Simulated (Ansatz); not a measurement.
Level of theory: DFT PBE, scalar-relativistic, plane waves, PAW in Ansatz 0.2.0. Settings: cutoff 420 eV, Γ-centred meshes spaced at most about 0.3 Å⁻¹, and about 0.25 Å⁻¹ or finer for metals (2π included), Gaussian smearing. No spin polarisation in the final relaxations.

These are static total energies at zero pressure. All come from trial cells, and lower structures may exist.

**Question.** Order these relaxed structures of SnO by energy, lowest first, with the energy over the lowest of them.
A.

```
CELL_PARAMETERS angstrom
0.00000 2.73932 2.73932
2.73932 0.00000 2.73932
2.73932 2.73932 0.00000
ATOMIC_POSITIONS crystal
Sn 0.75000 0.75000 0.75000
O 0.00000 0.00000 0.00000
```

B.

```
CELL_PARAMETERS angstrom
3.13144 0.00000 0.00000
0.00000 3.13144 0.00000
0.00000 0.00000 3.13144
ATOMIC_POSITIONS crystal
Sn 0.50000 0.50000 0.50000
O 0.00000 0.00000 0.00000
```

**Answer.** A (0 meV/atom), B (311 meV/atom). Forms: A zinc blende type, F-43m; B caesium chloride type, Pm-3m. Counting O atoms around Sn (those within 1.25 times the shortest such distance or 1.15 times the sum of covalent radii; the shortest distance is added where it is long for a bond): A has Sn 4; B has Sn 8 from 2.7 Å.

Cells relaxed within their symmetry can be saddle points. The part of the Crystallography Open Database at hand lists SnO in space groups No. 36, 129; no cell shown has one of them. Some candidate types were left out of the draw beforehand, so a known form may be missing.
